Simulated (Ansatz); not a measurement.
# TiAl: compression at zero temperature

The task here is to estimate one member of a computed series from the others.

Computed with Ansatz 0.2.0 (DFT PBEsol, scalar-relativistic, plane waves, PAW, unless a step's input says otherwise).

1 further run of the same task is left out (set aside as unsound or not needed).

## The starting structure

It takes space group P4/mmm (No. 123, tetragonal). Conventional cell: a = 2.795 Å, b = 2.795 Å, c = 4.041 Å, α = 90.00°, β = 90.00°, γ = 90.00°. Ti (site symmetry 4/mmm) has 4 Ti at 2.79 Å and 8 Al at 2.83 Å as nearest neighbours. Al (site symmetry 4/mmm) is surrounded by 4 Al at 2.79 Å and 8 Ti at 2.83 Å.

Coordinates:

```xyz
2
Lattice="2.7946 0.0000 0.0000 0.0000 2.7946 0.0000 0.0000 0.0000 4.0411" Properties=species:S:1:pos:R:3 pbc="T T T"
Ti    1.3973    1.3973    2.0206
Al    0.0000    0.0000    0.0000
```

It goes back to an entry of the Materials Project, which need not be the stable form.

It is the result of an earlier relaxation at this level (volume 15.78 Å³/atom; gap on the mesh: none (metal)).

Set-up of the first run:

input.yaml reads:

```yaml
crystal:
  lattice:
    - [2.8122437139, 0.0, 0.0]
    - [0.0, 2.8122437139, 0.0]
    - [0.0, 0.0, 4.0665982999]
  atoms:
    - { symbol: Ti, position: [0.5, 0.5, 0.5] }
    - { symbol: Al, position: [0.0, 0.0, 0.0] }
basis:
  ecutwfc: 420
kpoints:
  mp_grid: { grid: [14, 14, 10] }
hamiltonian:
  xc: pbesol
scf:
  occupations: { method: gaussian, width: 0.1 }
output:
  forces: true
  stress: true
  eigenvalues: true
relax:
  adjacent_minimum: "off"
  f_tol: 0.008
  max_steps: 50
  cell: { stress_tol: 0.08, p_target: -2.0 }
```

Started as:

```sh
ansatz run input.yaml --threads 1 --pin off --max-ram 2560MiB --backend cpu --events-out ev --progress --plain --runs-dir out
```

Among the steps run: Target pressure -2 GPa; Target pressure 2 GPa; Target pressure 5 GPa; 10 GPa; 20 GPa; Target pressure 40 GPa.

One table of the session follows, with a row left open; its other results are not shown here.

| P (GPa) | V (Å³/atom) | a (Å) | b (Å) | c (Å) | ΔH (eV/atom) |
| --- | --- | --- | --- | --- | --- |
| -2 | 16.05 | 2.810 | 2.810 | 4.064 | -0.199 |
| 0 | 15.78 | 2.795 | 2.795 | 4.041 | 0.000 |
| 2 | 15.52 | 2.779 | 2.779 | 4.019 | 0.195 |
| 5 | ? | ? | ? | ? | ? |
| 10 | 14.68 | 2.728 | 2.728 | 3.944 | 0.948 |
| 20 | 13.86 | 2.677 | 2.677 | 3.869 | 1.838 |
| 40 | 12.67 | 2.605 | 2.605 | 3.732 | 3.488 |

Estimate the missing values for P (GPa) = 5.

Worked estimate for «V (Å³/atom)». A straight line through the neighbours (2, 15.52) and (10, 14.68) gives 15.52 + (14.68 − 15.52) × (5 − 2) / (10 − 2) = 15.21; a parabola fitted to 4 rows on both sides gives 15.19.

**Answer.** V (Å³/atom): 15.18; a (Å): 2.759; b (Å): 2.759; c (Å): 3.989; ΔH (eV/atom): 0.483. In «V (Å³/atom)» the line misses by +0.03 and the parabola by +0.01.

ΔH is E + PV over the energy at zero pressure; a, b and c are the vectors of the computed cell. 
